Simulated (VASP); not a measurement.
# Se (P3_121) in VASP: band structure with HSE06

Aim: the band structure of Se with HSE06.

Everything below comes from runs of VASP 6.6.1. Logs are shortened: lines on timing, memory, paths and dates and some standing lists are left out, and cuts for length are marked.

## Step 1: The crystal as given

Symmetry: P3_121, No. 152, trigonal system. Conventional cell: a = 4.366 Å, b = 4.366 Å, c = 4.954 Å, α = 90.00°, β = 90.00°, γ = 120.00°. Se (site symmetry 2) is surrounded by 2 Se at 2.37 Å.

## Step 2: Band structure, HSE06

POSCAR

```
Se
1.0
    4.3662000000      0.0000000000      0.0000000000
   -2.1831000000      3.7812401180      0.0000000000
    0.0000000000      0.0000000000      4.9536000000
Se
3
Direct
    0.7746000000      0.7746000000      0.0000000000
    0.0000000000      0.2254000000      0.6666666667
    0.2254000000      0.0000000000      0.3333333333
```

INCAR.step1

```
  PREC = Accurate
  ENCUT = 520
  EDIFF = 1E-5
  ISMEAR = 0
  SIGMA = 0.02
  LREAL = F
  LASPH = T
  NELM = 60
  ALGO = Normal
  ISIF = 2
  LWAVE = T
  LCHARG = F
  NBANDS = 16
  GGA = PE
```

INCAR.step2

```
  PREC = Accurate
  ENCUT = 520
  EDIFF = 1E-6
  ISMEAR = 0
  SIGMA = 0.02
  LREAL = F
  LASPH = T
  NELM = 60
  ALGO = Normal
  ISIF = 2
  LWAVE = F
  LCHARG = F
  GGA = PE
  LHFCALC = T
  HFSCREEN = 0.2
  PRECFOCK = Fast
  NBANDS = 16
  ISTART = 1
```

KPOINTS

```
Automatic mesh
0
Gamma
  4 4 4
```

KPOINTS_OPT

```
path GMKGALHA,LM,KH
12
line-mode
reciprocal
 0.0000000000  0.0000000000  0.0000000000  G
 0.5000000000  0.0000000000  0.0000000000  M

 0.5000000000  0.0000000000  0.0000000000  M
 0.3333333333  0.3333333333  0.0000000000  K

 0.3333333333  0.3333333333  0.0000000000  K
 0.0000000000  0.0000000000  0.0000000000  G

 0.0000000000  0.0000000000  0.0000000000  G
 0.0000000000  0.0000000000  0.5000000000  A

 0.0000000000  0.0000000000  0.5000000000  A
 0.5000000000  0.0000000000  0.5000000000  L

 0.5000000000  0.0000000000  0.5000000000  L
 0.3333333333  0.3333333333  0.5000000000  H

 0.3333333333  0.3333333333  0.5000000000  H
 0.0000000000  0.0000000000  0.5000000000  A

 0.5000000000  0.0000000000  0.5000000000  L
 0.5000000000  0.0000000000  0.0000000000  M

 0.3333333333  0.3333333333  0.0000000000  K
 0.3333333333  0.3333333333  0.5000000000  H
```

Potentials or basis: VASP PAW PBE potentials, release 64 (Se).

Launch:

```
$ cat potpaw_PBE.64/Se/POTCAR > POTCAR
$ cp INCAR.step1 INCAR
$ mpirun -np 1 vasp_std > vasp.out
$ cp INCAR.step2 INCAR
$ mpirun -np 1 vasp_std > vasp.out
```

OUTCAR:

```text
PREC = Accurate
   ENCUT = 520
   EDIFF = 1E-6
   ISMEAR = 0
   LREAL = F
   LASPH = T
   NELM = 60
   ISIF = 2
   GGA = PE
   LHFCALC = T
   HFSCREEN = 0.2
   PRECFOCK = Fast
   ISTART = 1

 ion  position               nearest neighbor table
   1  0.775  0.775  0.000-   2 2.37   3 2.37
   2  0.000  0.225  0.667-   1 2.37   3 2.37
   3  0.225  0.000  0.333-   1 2.37   2 2.37

  LATTYP: Found a hexagonal cell.
 ALAT       =     4.3662000000
 C/A-ratio  =     1.1345334616

  Lattice vectors:

 A1 = (   4.3662000000,   0.0000000000,   0.0000000000)
 A2 = (  -2.1831000000,   3.7812401180,   0.0000000000)
 A3 = (   0.0000000000,   0.0000000000,   4.9536000000)

Analysis of symmetry for initial positions (statically):
=====================================================================
 Subroutine PRICEL returns:
 Original cell was already a primitive cell.

 Routine SETGRP: Setting up the symmetry group for a
 hexagonal supercell.

 Subroutine GETGRP returns: Found  6 space group operations
 (whereof  2 operations were pure point group operations)
 out of a pool of 24 trial point group operations.

The static configuration has the point symmetry C_2 .
 The point group associated with its full space group is D_3 .

Analysis of symmetry for dynamics (positions and initial velocities):
=====================================================================
 Subroutine PRICEL returns:
 Original cell was already a primitive cell.

 Routine SETGRP: Setting up the symmetry group for a
 hexagonal supercell.

 Subroutine GETGRP returns: Found  6 space group operations
 (whereof  2 operations were pure point group operations)
 out of a pool of 24 trial point group operations.

The dynamic configuration has the point symmetry C_2 .
 The point group associated with its full space group is D_3 .

 Subroutine INISYM returns: Found  6 space group operations
 (whereof  2 operations are pure point group operations),
 and found     1 'primitive' translations

----------------------------------------------------------------------------------------

                                     Primitive cell

  volume of cell :      81.7822

  direct lattice vectors                    reciprocal lattice vectors
     4.366200000  0.000000000  0.000000000     0.229032110  0.132231751  0.000000000
    -2.183100000  3.781240118  0.000000000     0.000000000  0.264463501  0.000000000
     0.000000000  0.000000000  4.953600000     0.000000000  0.000000000  0.201873385

  length of vectors
     4.366200000  4.366200000  4.953600000     0.264463501  0.264463501  0.201873385

  position of ions in fractional coordinates (direct lattice)
     0.774600000  0.774600000  0.000000000
     0.000000000  0.225400000  0.666666667
     0.225400000  0.000000000  0.333333333

  ion indices of the primitive-cell ions
   primitive index   ion index
                 1           1
                 2           2
                 3           3

----------------------------------------------------------------------------------------

 KPOINTS: Automatic mesh

Automatic generation of k-mesh.
 Grid dimensions read from file:
 generate k-points for:    4    4    4

 Generating k-lattice:

  Cartesian coordinates                     Fractional coordinates (reciprocal lattice)
     0.057258028  0.033057938  0.000000000     0.250000000  0.000000000  0.000000000
     0.000000000  0.066115875  0.000000000     0.000000000  0.250000000  0.000000000
     0.000000000  0.000000000  0.050468346     0.000000000  0.000000000  0.250000000

  Length of vectors
     0.066115875  0.066115875  0.050468346

  Shift w.r.t. Gamma in fractional coordinates (k-lattice)
     0.000000000  0.000000000  0.000000000

 Subroutine IBZKPT returns following result:
 ===========================================

 Found     13 irreducible k-points:

 Following reciprocal coordinates:
            Coordinates               Weight
  0.000000  0.000000  0.000000      1.000000
  0.250000  0.000000  0.000000      6.000000
  0.500000  0.000000  0.000000      3.000000
  0.250000  0.250000  0.000000      6.000000
  0.000000  0.000000  0.250000      2.000000
  0.250000  0.000000  0.250000      6.000000
  0.000000  0.250000  0.250000      6.000000
  0.500000  0.000000  0.250000      6.000000
  0.250000  0.250000  0.250000     12.000000
  0.000000  0.000000  0.500000      1.000000
  0.250000  0.000000  0.500000      6.000000
  0.500000  0.000000  0.500000      3.000000
  0.250000  0.250000  0.500000      6.000000
   k-points           NKPTS =     13   k-points in BZ     NKDIM =     64   number of bands    NBANDS=     16
   number of dos      NEDOS =    301   number of ions     NIONS =      3
   total plane-waves  NPLWV =  40960
   dimension x,y,z NGX =    32 NGY =   32 NGZ =   40
   dimension x,y,z NGXF=    64 NGYF=   64 NGZF=   80
   ions per type =               3
   NGX,Y,Z   is equivalent  to a cutoff of  12.18, 12.18, 13.42 a.u.
   NGXF,Y,Z  is equivalent  to a cutoff of  24.37, 24.37, 26.85 a.u.
 SYSTEM =  unknown system
   PREC   = accura    normal or accurate (medium, high low for compatibility)
   ISTART =      1    job   : 0-new  1-cont  2-samecut
   ICHARG =      0    charge: 1-file 2-atom 10-const
   ISPIN  =      1    spin polarized calculation?
   LNONCOLLINEAR =      F non collinear calculations
   LSORBIT =      F    spin-orbit coupling
   LASPH  =      T    aspherical Exc in radial PAW
   ENCUT  =  520.0 eV  38.22 Ry    6.18 a.u.   8.12  8.12  9.21*2*pi/ulx,y,z
   NELM   =     60;   NELMIN=  2; NELMDL=  0     # of ELM steps
   EDIFF  = 0.1E-05   stopping-criterion for ELM
   LREAL  =      F    real-space projection
   EDIFFG = 0.1E-04   stopping-criterion for IOM
   NSW    =      0    number of steps for IOM
   IBRION =     -1    ionic relax: 0-MD 1-quasi-New 2-CG
   NFREE  =      0    steps in history (QN), initial steepest desc. (CG)
   ISIF   =      2    stress and relaxation
   ISYM   =      3    0-nonsym 1-usesym 2-fastsym
   POTIM  = 0.5000    time-step for ionic-motion
   TEBEG  =    0.0;   TEEND  =   0.0 temperature during run
   PSTRESS=    0.0 pullay stress
   NELECT =      18.0000    total number of electrons
   NUPDOWN=      -1.0000    fix difference up-down
   EMIN   =  10.00;   EMAX   =-10.00  energy-range for DOS
   EFERMI =   0.00;   METHOD = LEGACY
   ISMEAR =     0;   SIGMA  =   0.02  broadening in eV -4-tet -1-fermi 0-gaus
   EFERMI_NEDOS =   21; number of points for ismear=-14 and -15
   IALGO  =     38    algorithm
   IMIX   =      1    mixing-type and parameters
     AMIX     =   0.40;   BMIX     =  1.00
     AMIX_MAG =   1.60;   BMIX_MAG =  1.00
  volume/ion in A,a.u.               =      27.26       183.96
  Fermi-wavevector in a.u.,A,eV,Ry     =   0.988430  1.867862 13.292817  0.976995
  Thomas-Fermi vector in A             =   2.119956
   LORBIT       =      0    0 simple, 1 ext, 2 COOP (PROOUT), +10 PAW based schemes
   GGA     = PE    functional components
   LHFCALC =     T    Hartree Fock is set to
   PRECFOCK=fast      Normal, Fast or Accurate (Low or Medium for compatibility)
   ENCUT4O =  -1.0   cutoff for four orbital integrals eV
   NKREDX  =     1    reduce k-point grid by
   NKREDY  =     1    reduce k-point grid by
   NKREDZ  =     1    reduce k-point grid by
   AEXX    =    0.2500 exact exchange contribution
   HFSCREEN=    0.2000 screening length (either q_TF or 0.3 A-1)
   HFSCREENC=   0.2000 screening length for correlation (either q_TF or 0.3 A-1)
   ENCUTFOCK=  -1.0 apply spherical cutoff to Coloumb kernel
   IVDW    =     0    specifies the selected vdW correction
   LEPSILON=     F    determine dielectric tensor
   LRPA    =     F    only Hartree local field effects (RPA)
 non-spin polarized calculation
 Gauss-broadening in eV      SIGMA  =   0.02
  energy-cutoff  :      520.00
  volume of cell :       81.78
 maximum number of plane-waves:      2214
  NGX = 18; NGY = 18; NGZ = 20

 number of electron      18.0000001 magnetization

 Free energy of the ion-electron system (eV)
  ---------------------------------------------------
  ext. energy  EPLUGINS =         0.00000000
  ---------------------------------------------------
  free energy    TOTEN  =       -13.28930165 eV

  energy without entropy =      -13.28930165  energy(sigma->0) =      -13.28930165

 E-fermi :   2.3147     XC(G=0):  -7.3659

 val. band max:        2.1861669019   @ k =   0.5000   0.0000   0.5000
 cond. band min:       4.1470903795   @ k =   0.0000   0.0000   0.5000
 fundamental gap:      1.9609234776
 Fermi energy:         2.3147480315

 k-point     1 :       0.0000    0.0000    0.0000
  band No.  band energies     occupation
      1     -15.1877      2.00000
      2     -10.6074      2.00000
      3     -10.6074      2.00000
      4      -1.9091      2.00000
      5      -1.9091      2.00000
      6      -1.8838      2.00000
[... 8 lines left out ...]
     15       9.5170      0.00000
     16      11.5403      0.00000

 k-point     2 :       0.2500    0.0000    0.0000
  band No.  band energies     occupation
      1     -14.9428      2.00000
      2     -10.8448      2.00000
      3     -10.5813      2.00000
      4      -3.0991      2.00000
      5      -2.5101      2.00000
      6      -1.7463      2.00000
[... 8 lines left out ...]
     15      11.1123      0.00000
     16      12.0022      0.00000

 k-point     3 :       0.5000    0.0000    0.0000
  band No.  band energies     occupation
      1     -14.6480      2.00000
      2     -11.1697      2.00000
      3     -10.5536      2.00000
      4      -3.4392      2.00000
      5      -2.8943      2.00000
      6      -1.6319      2.00000
[... 8 lines left out ...]
     15      12.9126      0.00000
     16      12.9550      0.00000

 k-point     4 :       0.2500    0.2500    0.0000
  band No.  band energies     occupation
      1     -14.6529      2.00000
      2     -11.0092      2.00000
      3     -10.7248      2.00000
      4      -3.2790      2.00000
      5      -3.1213      2.00000
      6      -1.3419      2.00000
[... 8 lines left out ...]
     15      11.9681      0.00000
     16      12.5474      0.00000

 k-point     5 :       0.0000    0.0000    0.2500
  band No.  band energies     occupation
      1     -14.8610      2.00000
      2     -12.4201      2.00000
      3      -8.8879      2.00000
      4      -2.5914      2.00000
      5      -1.7198      2.00000
      6      -1.5760      2.00000
[... 8 lines left out ...]
     15      10.4607      0.00000
     16      10.6288      0.00000

 k-point     6 :       0.2500    0.0000    0.2500
  band No.  band energies     occupation
      1     -14.6292      2.00000
      2     -12.3173      2.00000
      3      -9.3316      2.00000
      4      -3.0888      2.00000
      5      -2.6272      2.00000
      6      -1.4869      2.00000
[... 8 lines left out ...]
     15      10.5783      0.00000
     16      11.2324      0.00000
[... 58 lines left out ...]
 k-point    10 :       0.0000    0.0000    0.5000
  band No.  band energies     occupation
      1     -13.9073      2.00000
      2     -13.9073      2.00000
      3      -8.0771      2.00000
      4      -3.0642      2.00000
      5      -1.4778      2.00000
      6      -1.4778      2.00000
[... 8 lines left out ...]
     15      10.3296      0.00000
     16      11.6508      0.00000

 k-point    11 :       0.2500    0.0000    0.5000
  band No.  band energies     occupation
      1     -13.7488      2.00000
      2     -13.6810      2.00000
      3      -8.6937      2.00000
      4      -3.5868      2.00000
      5      -2.2388      2.00000
      6      -2.0324      2.00000
[... 8 lines left out ...]
     15      10.9863      0.00000
     16      11.9341      0.00000

 k-point    12 :       0.5000    0.0000    0.5000
  band No.  band energies     occupation
      1     -13.5771      2.00000
      2     -13.4100      2.00000
      3      -9.3034      2.00000
      4      -4.2627      2.00000
      5      -2.6694      2.00000
      6      -2.4383      2.00000
[... 8 lines left out ...]
     15      12.1574      0.00000
     16      12.5776      0.00000

 k-point    13 :       0.2500    0.2500    0.5000
  band No.  band energies     occupation
      1     -13.5377      2.00000
      2     -13.4571      2.00000
      3      -9.2640      2.00000
      4      -4.0219      2.00000
      5      -3.0685      2.00000
      6      -2.9019      2.00000
[... 8 lines left out ...]
     15      11.4521      0.00000
     16      12.3850      0.00000

------------------------ aborting loop because EDIFF is reached ----------------------------------------

  FORCE on cell =-STRESS in cart. coord.  units (eV):
  Direction    XX          YY          ZZ          XY          YZ          ZX
  --------------------------------------------------------------------------------------
  -------------------------------------------------------------------------------------
  Total        0.3702838      0.3702838      0.0936717      0.0000000      0.0000000     -0.0000000
  in kB        7.2541498      7.2541498      1.8351015      0.0000000      0.0000000     -0.0000000
  external PRESSURE =       5.4478004 kB  Pullay stress =       0.0000000 kB

 VOLUME and BASIS-vectors are now :
 -----------------------------------------------------------------------------
  energy-cutoff  :      520.00
  volume of cell :       81.78
      direct lattice vectors                 reciprocal lattice vectors
     4.366200000  0.000000000  0.000000000     0.229032110  0.132231751  0.000000000
    -2.183100000  3.781240118  0.000000000     0.000000000  0.264463501  0.000000000
     0.000000000  0.000000000  4.953600000     0.000000000  0.000000000  0.201873385

 POSITION                                       TOTAL-FORCE (eV/Angst)
 -----------------------------------------------------------------------------------
      1.69103      2.92895      0.00000         0.094601      0.163853      0.000000
     -0.49207      0.85229      3.30240         0.094601     -0.163853      0.000000
      0.98414      0.00000      1.65120        -0.189201     -0.000000      0.000000
 -----------------------------------------------------------------------------------
    total drift:                                0.000001      0.000001     -0.000000

  FREE ENERGIE OF THE ION-ELECTRON SYSTEM (eV)
  ---------------------------------------------------
  free  energy   TOTEN  =       -13.2893016521 eV

  energy  without entropy=      -13.2893016521  energy(sigma->0) =      -13.28930165
```

It took 51 min on 1 thread of Intel Xeon Platinum 8259CL at 2.50GHz (Skylake/Cascade Lake), shared host; peak memory 0.34 GiB.

What came out:

```
Free energy             : -13.2893 eV
Pressure                : 0.5 GPa
Largest force           : 0.189 eV/Å
Band gap on the k mesh  : 1.96 eV, indirect (least direct gap 2.41 eV)
Band gap along the path : 1.78 eV, indirect (least direct gap 2.01 eV)
```

Forces on the atoms (eV/Å):
```
Se   0.095  0.164  0.000
Se   0.095 -0.164  0.000
Se  -0.189  0.000  0.000
```

Levels at the corners of the path, in eV from the valence-band top:
| point | band 5 | band 6 | band 7 | band 8 | band 9 | band 10 | band 11 | band 12 | band 13 | band 14 |
| --- | --- | --- | --- | --- | --- | --- | --- | --- | --- | --- |
| Γ | -4.10 | -4.07 | -2.40 | -2.40 | -0.63 | 2.73 | 2.73 | 3.02 | 7.06 | 7.33 |
| M | -5.08 | -3.82 | -3.19 | -1.99 | -1.21 | 2.72 | 3.15 | 5.07 | 6.08 | 8.63 |
| M | -5.08 | -3.82 | -3.19 | -1.99 | -1.21 | 2.72 | 3.15 | 5.07 | 6.08 | 8.63 |
| K | -5.41 | -3.13 | -3.13 | -2.89 | -1.89 | 3.90 | 3.90 | 4.65 | 6.71 | 8.69 |
| K | -5.41 | -3.13 | -3.13 | -2.89 | -1.89 | 3.90 | 3.90 | 4.65 | 6.71 | 8.69 |
| Γ | -4.10 | -4.07 | -2.40 | -2.40 | -0.63 | 2.73 | 2.73 | 3.02 | 7.06 | 7.33 |
| Γ | -4.10 | -4.07 | -2.40 | -2.40 | -0.63 | 2.73 | 2.73 | 3.02 | 7.06 | 7.33 |
| A | -3.66 | -3.66 | -1.82 | -1.82 | -1.39 | 1.96 | 1.96 | 2.02 | 7.13 | 8.14 |
| A | -3.66 | -3.66 | -1.82 | -1.82 | -1.39 | 1.96 | 1.96 | 2.02 | 7.13 | 8.14 |
| L | -4.86 | -4.62 | -2.14 | -1.58 | 0.00 | 2.41 | 3.50 | 3.86 | 7.17 | 8.88 |
| L | -4.86 | -4.62 | -2.14 | -1.58 | 0.00 | 2.41 | 3.50 | 3.86 | 7.17 | 8.88 |
| H | -5.45 | -5.45 | -1.19 | -0.29 | -0.29 | 1.78 | 3.60 | 3.60 | 7.51 | 8.91 |
| H | -5.45 | -5.45 | -1.19 | -0.29 | -0.29 | 1.78 | 3.60 | 3.60 | 7.51 | 8.91 |
| A | -3.66 | -3.66 | -1.82 | -1.82 | -1.39 | 1.96 | 1.96 | 2.02 | 7.13 | 8.14 |
| L | -4.86 | -4.62 | -2.14 | -1.58 | 0.00 | 2.41 | 3.50 | 3.86 | 7.17 | 8.88 |
| M | -5.08 | -3.82 | -3.19 | -1.99 | -1.21 | 2.72 | 3.15 | 5.07 | 6.08 | 8.63 |
| K | -5.41 | -3.13 | -3.13 | -2.89 | -1.89 | 3.90 | 3.90 | 4.65 | 6.71 | 8.69 |
| H | -5.45 | -5.45 | -1.19 | -0.29 | -0.29 | 1.78 | 3.60 | 3.60 | 7.51 | 8.91 |

Caveat: the PAW data sets were made with another functional, which shifts forces and pressure a little; the mesh misses the band edges, which the band path finds closer together.
